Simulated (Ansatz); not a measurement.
Crystal: TaN.

```
Ta N
1.0
     0.00000    2.21132    2.21132
     2.21132    0.00000    2.21132
     2.21132    2.21132    0.00000
Ta N
1 1
Direct
  0.50000 0.50000 0.50000
  0.00000 0.00000 0.00000
```

The cell comes from a database or a generator and needn't be the stable form of this composition.

```yaml
Program: Ansatz 0.2.0
Task: relaxation of cell and atoms
Functional: RPBE
Dispersion: D3(BJ)
Potentials_or_basis: Ansatz PAW
Cutoff: "420 eV (not typed: the program's choice for these potentials)"
k_mesh: 10 × 10 × 10
Occupations: fermi-dirac, width 0.05 eV
Spin: no spin polarisation
```

At the start: volume 10.81 Å³/atom.

Q: Where does the relaxation end?

A: It ends after 8 steps and the volume is 9.64 Å³/atom (-10.8 %); space group Fm-3m (No. 225, to 0.05 Å).

The path:
```
step  energy change (eV)  largest force (eV/Å)  volume (Å³)
   1              0.0000                0.0000        21.63
   2             -0.2930                0.0000        18.62
   3             -0.3258                0.0000        19.44
   4             -0.3275                0.0000        19.31
   5             -0.3275                0.0000        19.30
   6             -0.3236                0.0000        19.30
   7             -0.3237                0.0000        19.29
   8             -0.3237                0.0000        19.29
```

Final structure:
```
CELL_PARAMETERS angstrom
0.00000 2.12858 2.12858
2.12858 0.00000 2.12858
2.12858 2.12858 0.00000
ATOMIC_POSITIONS crystal
Ta 0.50000 0.50000 0.50000
N 0.00000 0.00000 0.00000
```

Caveat: the plane-wave basis is chosen anew once the cell has moved, so the energies of steps on either side of that aren't comparable; the pressure holds a Pulay correction of +0.5 GPa for the finite cutoff; the PAW data sets come from PBE, with cores solved anew for the run's functional, which leaves a small shift of forces and pressure.
